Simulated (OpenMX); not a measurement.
LiH:

```xyz
2
Lattice="0.0000 2.0368 2.0368 2.0368 0.0000 2.0368 2.0368 2.0368 0.0000" Properties=species:S:1:pos:R:3 pbc="T T T"
Li    0.0000    0.0000    0.0000
H     2.0368    2.0368    2.0368
```

```yaml
Program: OpenMX 3.8.5
Task: single point
Functional: PBE
Potentials_or_basis: OpenMX 2013 PBE set, Li8.0-s3p2, H6.0-s2p1, grid cutoff 260 Ry
k_mesh: 11 × 11 × 11
Occupations: fermi-dirac, width 0.05 eV
Spin: no spin polarisation
```

On this cell: pressure -1.6 GPa; largest force zero by symmetry; band gap on the k mesh 3.13 eV, direct.

The same run follows on a disturbed copy (atoms moved at random, drawn with an rms of 0.05 Å):

```
Li H
1.0
     0.00000    2.03675    2.03675
     2.03675    0.00000    2.03675
     2.03675    2.03675    0.00000
Li H
1 1
Direct
  0.01223 0.99611 0.00039
  0.49669 0.49811 0.50465
```

Problem. What does the disturbed cell give?

Solution. The energy moves by +0.7 meV/atom; pressure -1.6 GPa; largest force 0.073 eV/Å; band gap on the k mesh 3.13 eV, direct.

Forces in eV/Å, atoms in the order of the input:
```
Li   0.031 -0.050 -0.042
H   -0.013  0.023  0.028
```

The forces don't sum to zero, so they hold noise of the program's grid.

Caveats: an odd mesh through Γ misses points on the zone boundary, where band edges often lie; the basis of atomic orbitals isn't converged, which shifts pressures, moduli and gaps.
